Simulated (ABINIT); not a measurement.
The system is CsPbBr3.

```
Pb Cs Br
1.0
     5.87000    0.00000    0.00000
     0.00000    5.87000    0.00000
     0.00000    0.00000    5.87000
Pb Cs Br
1 1 3
Cartesian
  2.9350 2.9350 2.9350
  0.0000 0.0000 0.0000
  2.9350 2.9350 0.0000
  2.9350 0.0000 2.9350
  0.0000 2.9350 2.9350
```

Measurements of this composition are mostly on another form, of space group No. 62.

Base run:

- Program: ABINIT 10.8.3 (patched build)
- Functional: PBE
- Potentials or basis: PseudoDojo NC SR PBE v0.4.1 standard
- Cutoff: 707 eV
- k mesh: 4 × 4 × 4
- Occupations: fermi-dirac, width 0.05 eV
- Spin: no spin polarisation

Its results: band gap on the k mesh 1.53 eV, direct; pressure 1.6 GPa.

Q: The run is repeated on the same cell with these changes: functional from PBE to PBEsol; potentials or basis from PseudoDojo NC SR PBE v0.4.1 standard to PseudoDojo NC SR PBEsol v0.4.1 standard; cutoff from 707 eV to 653 eV. What comes out?

A: Band gap on the k mesh 1.43 eV, direct; pressure 0.0 GPa.

Caveats: spin-orbit coupling is left out, which as a rule narrows the gap of such compounds by several tenths of an eV; the cutoff is short for stress, so the pressure is rough (some runs).

A k mesh can miss the band edges.
